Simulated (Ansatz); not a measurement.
Steps from a short run of molecular dynamics on a 2×2×2 supercell (16 atoms) of HgS (F-43m), relaxed with r2SCAN; forces from PBEsol in Ansatz 0.2.0, 2×2×2 mesh, Fermi-Dirac smearing of 0.146 eV, a Langevin thermostat at fixed volume, set at 1700 K. Classical nuclei, no spin polarisation; a few dozen steps show the first response, not equilibrium.

Cell vectors in Å:
```
0.0000 5.9304 5.9304
5.9304 0.0000 5.9304
5.9304 5.9304 0.0000
```

Q: At 4 fs the positions in Å are
```
Hg   0.005   0.013   0.018
S    1.461   1.474   1.454
Hg   2.971   2.968  -0.004
S    4.462   4.440   1.476
Hg   2.962   0.001   2.965
S    4.452   1.520   4.497
Hg   5.920   2.955   2.937
S    7.419   4.427   4.451
Hg  -0.004   2.974   2.977
S    1.488   4.461   4.458
Hg   2.966   5.906   2.976
S    4.476   7.423   4.426
Hg   2.956   2.963   5.917
S    4.470   4.419   7.391
Hg   5.938   5.937   5.929
S    7.391   7.405   7.461
```
What are the forces, and how far does the free energy (smearing included) lie above that of step 0, with the atoms on their sites?

A: 2.9 meV an atom; forces in eV/Å:
```
Hg  -0.074  -0.062  -0.103
S    0.279   0.117   0.242
Hg   0.011  -0.068  -0.015
S   -0.113   0.035   0.018
Hg   0.082   0.005  -0.003
S   -0.057  -0.270  -0.312
Hg  -0.026   0.055   0.167
S   -0.019   0.128  -0.060
Hg   0.094   0.030  -0.067
S   -0.090  -0.086  -0.005
Hg   0.074   0.060  -0.025
S   -0.118  -0.114   0.139
Hg  -0.119  -0.002   0.161
S   -0.133   0.226   0.136
Hg   0.016  -0.023  -0.018
S    0.192  -0.032  -0.255
```

Q: At 12 fs the positions in Å are
```
Hg   0.017   0.036   0.049
S    1.404   1.440   1.387
Hg   2.992   2.971  -0.011
S    4.479   4.437   1.483
Hg   2.954  -0.006   2.958
S    4.462   1.594   4.573
Hg   5.906   2.936   2.892
S    7.422   4.386   4.446
Hg  -0.006   2.980   3.002
S    1.503   4.488   4.486
Hg   2.966   5.853   2.986
S    4.534   7.420   4.401
Hg   2.937   2.953   5.891
S    4.514   4.387   7.355
Hg   5.947   5.947   5.932
S    7.361   7.374   7.568
```
What are the forces, and how far does the free energy (smearing included) lie above that of step 0, with the atoms on their sites?

A: 24.9 meV an atom; forces in eV/Å:
```
Hg  -0.477  -0.399  -0.488
S    1.048   0.663   0.913
Hg  -0.008  -0.161  -0.040
S   -0.267   0.012  -0.087
Hg   0.133   0.006  -0.009
S   -0.039  -0.807  -0.796
Hg  -0.147   0.201   0.454
S    0.035   0.365  -0.066
Hg   0.235   0.151  -0.219
S   -0.327  -0.294  -0.012
Hg   0.230   0.185  -0.018
S   -0.364  -0.241   0.337
Hg  -0.340   0.098   0.497
S   -0.322   0.404   0.368
Hg   0.114  -0.065  -0.030
S    0.496  -0.119  -0.805
```

Q: At 14 fs the positions in Å are
```
Hg   0.022   0.042   0.054
S    1.389   1.427   1.374
Hg   2.997   2.969  -0.016
S    4.485   4.439   1.487
Hg   2.952  -0.010   2.955
S    4.469   1.608   4.592
Hg   5.904   2.932   2.881
S    7.423   4.380   4.441
Hg  -0.005   2.983   3.008
S    1.514   4.498   4.492
Hg   2.965   5.836   2.987
S    4.543   7.422   4.391
Hg   2.932   2.949   5.883
S    4.524   4.385   7.348
Hg   5.950   5.951   5.933
S    7.358   7.366   7.589
```
What are the forces, and how far does the free energy (smearing included) lie above that of step 0, with the atoms on their sites?

A: 33.4 meV an atom; forces in eV/Å:
```
Hg  -0.627  -0.545  -0.622
S    1.299   0.887   1.114
Hg  -0.018  -0.167  -0.031
S   -0.314  -0.024  -0.136
Hg   0.141   0.003  -0.014
S   -0.024  -0.900  -0.913
Hg  -0.179   0.231   0.511
S    0.049   0.401  -0.039
Hg   0.267   0.195  -0.262
S   -0.424  -0.370  -0.001
Hg   0.283   0.232  -0.042
S   -0.396  -0.285   0.406
Hg  -0.379   0.130   0.578
S   -0.349   0.416   0.408
Hg   0.124  -0.065  -0.045
S    0.548  -0.138  -0.911
```

Q: At 18 fs the positions in Å are
```
Hg   0.034   0.049   0.065
S    1.363   1.398   1.352
Hg   3.008   2.967  -0.020
S    4.505   4.443   1.485
Hg   2.948  -0.018   2.950
S    4.492   1.629   4.635
Hg   5.899   2.922   2.860
S    7.422   4.376   4.426
Hg  -0.001   2.989   3.021
S    1.537   4.522   4.510
Hg   2.961   5.802   2.989
S    4.556   7.428   4.370
Hg   2.924   2.943   5.865
S    4.545   4.375   7.345
Hg   5.955   5.956   5.938
S    7.347   7.358   7.630
```
What are the forces, and how far does the free energy (smearing included) lie above that of step 0, with the atoms on their sites?

A: 54.7 meV an atom; forces in eV/Å:
```
Hg  -0.981  -0.881  -0.943
S    1.865   1.418   1.572
Hg  -0.067  -0.167  -0.055
S   -0.480  -0.071  -0.159
Hg   0.158  -0.009  -0.035
S   -0.022  -0.998  -1.131
Hg  -0.292   0.334   0.671
S    0.087   0.421   0.068
Hg   0.339   0.267  -0.326
S   -0.604  -0.568   0.014
Hg   0.423   0.347  -0.154
S   -0.442  -0.403   0.564
Hg  -0.430   0.172   0.713
S   -0.400   0.480   0.421
Hg   0.122  -0.056  -0.077
S    0.723  -0.286  -1.144
```

Q: At 22 fs the positions in Å are
```
Hg   0.047   0.058   0.076
S    1.342   1.384   1.333
Hg   3.014   2.968  -0.017
S    4.536   4.444   1.480
Hg   2.947  -0.023   2.951
S    4.512   1.640   4.676
Hg   5.894   2.911   2.837
S    7.422   4.387   4.417
Hg   0.001   2.989   3.034
S    1.562   4.537   4.521
Hg   2.956   5.770   2.991
S    4.568   7.432   4.353
Hg   2.908   2.933   5.847
S    4.563   4.356   7.347
Hg   5.958   5.963   5.941
S    7.344   7.347   7.670
```
What are the forces, and how far does the free energy (smearing included) lie above that of step 0, with the atoms on their sites?

A: 78.2 meV an atom; forces in eV/Å:
```
Hg  -1.310  -1.265  -1.302
S    2.433   1.906   2.031
Hg  -0.104  -0.158  -0.107
S   -0.693  -0.088  -0.148
Hg   0.179  -0.024  -0.082
S   -0.004  -1.012  -1.330
Hg  -0.377   0.422   0.855
S    0.109   0.358   0.145
Hg   0.410   0.349  -0.381
S   -0.807  -0.714   0.090
Hg   0.608   0.436  -0.289
S   -0.513  -0.506   0.723
Hg  -0.440   0.196   0.824
S   -0.442   0.592   0.383
Hg   0.100  -0.072  -0.066
S    0.852  -0.420  -1.344
```

Q: At 26 fs the positions in Å are
```
Hg   0.060   0.067   0.090
S    1.338   1.378   1.318
Hg   3.017   2.967  -0.011
S    4.558   4.446   1.473
Hg   2.950  -0.030   2.951
S    4.531   1.648   4.715
Hg   5.889   2.899   2.813
S    7.414   4.397   4.414
Hg   0.009   2.989   3.044
S    1.578   4.554   4.535
Hg   2.954   5.740   2.992
S    4.587   7.435   4.338
Hg   2.896   2.919   5.831
S    4.581   4.346   7.353
Hg   5.961   5.972   5.940
S    7.341   7.328   7.698
```
What are the forces, and how far does the free energy (smearing included) lie above that of step 0, with the atoms on their sites?

A: 98.9 meV an atom; forces in eV/Å:
```
Hg  -1.598  -1.596  -1.574
S    2.868   2.289   2.404
Hg  -0.127  -0.144  -0.183
S   -0.828  -0.100  -0.131
Hg   0.190  -0.058  -0.108
S    0.017  -0.990  -1.498
Hg  -0.416   0.474   0.983
S    0.166   0.285   0.169
Hg   0.469   0.443  -0.444
S   -0.921  -0.854   0.176
Hg   0.762   0.513  -0.399
S   -0.633  -0.596   0.854
Hg  -0.466   0.244   0.900
S   -0.487   0.661   0.338
Hg   0.072  -0.102  -0.048
S    0.932  -0.469  -1.440
```
